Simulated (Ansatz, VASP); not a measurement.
## Two plane-wave programs on KBr

File INCAR:

```
PREC     = Accurate       # precision mode
ENCUT    = 520            # plane-wave cutoff, eV
EDIFF    = 1E-8           # SCF threshold, eV
ISMEAR   = -1             # smearing method
SIGMA    = 0.01           # smearing width, eV
LREAL    = False          # projectors in reciprocal space
LASPH    = True           # aspherical terms in the spheres
NELM     = 60             # most SCF steps
ALGO     = Normal         # electronic algorithm
ISIF     = 2              # what is computed and relaxed
LWAVE    = False          # write WAVECAR
LCHARG   = False          # write CHGCAR
GGA      = CA             # functional
LEFG     = True         
NBANDS   = 15             # bands
```

The input KPOINTS:

```
Automatic mesh
0
Gamma
  6 6 6
```

The input POSCAR:

```
KBr
1.0
    4.1228034278      0.0000000000      0.0000000000
    0.0000000000      4.1228034278      0.0000000000
    0.0000000000      0.0000000000      4.1228034278
K Br
1 1
Direct
    0.0000000000      0.0000000000      0.0000000000
    0.5000000000      0.5000000000      0.5000000000
```

Input for Ansatz:

```yaml
crystal:
  lattice:
    - [4.1228034278, 0.0, 0.0]
    - [0.0, 4.1228034278, 0.0]
    - [0.0, 0.0, 4.1228034278]
  atoms:
    - { symbol: K, position: [0.0, 0.0, 0.0] }
    - { symbol: Br, position: [0.5, 0.5, 0.5] }
kpoints:
  mp_grid: { grid: [6, 6, 6] }
scf:
  occupations: { method: fermi_dirac, width: 0.01 }
hamiltonian:
  xc: lda
  pseudopotentials: { kind: paw }
output:
  forces: true
  stress: true
  eigenvalues: true
  efg: { contact_densities: true }
```

Change from the starting cell: volume scaled by 1.06, PAW files.

Alike in both runs: task electric field gradients; functional LDA; k mesh 6 × 6 × 6; occupations fermi-dirac, width 0.01 eV; no spin polarisation.

```csv
,VASP,Ansatz
version,VASP 6.6.1,Ansatz 0.2.0
potentials or method,"VASP PAW LDA potentials, release 64 (K_sv, Br)","PAW with Ansatz's default frozen-core files, scalar-relativistic"
plane-wave cutoff (eV),520,420
valence electrons in the cell,16,16
```

|  | VASP | Ansatz | Ansatz less VASP |
| --- | --- | --- | --- |
| gap on the k mesh at the Fermi level (eV) | 3.32 | 3.31 | -0.009 |
| pressure (GPa) | -3.1 | -3.1 | -0.02 |
| Vzz of the field gradient on the site that differs most (V/Å²) | 0.0 | 0.0 | 0.00 |

A k mesh can miss the band edges.
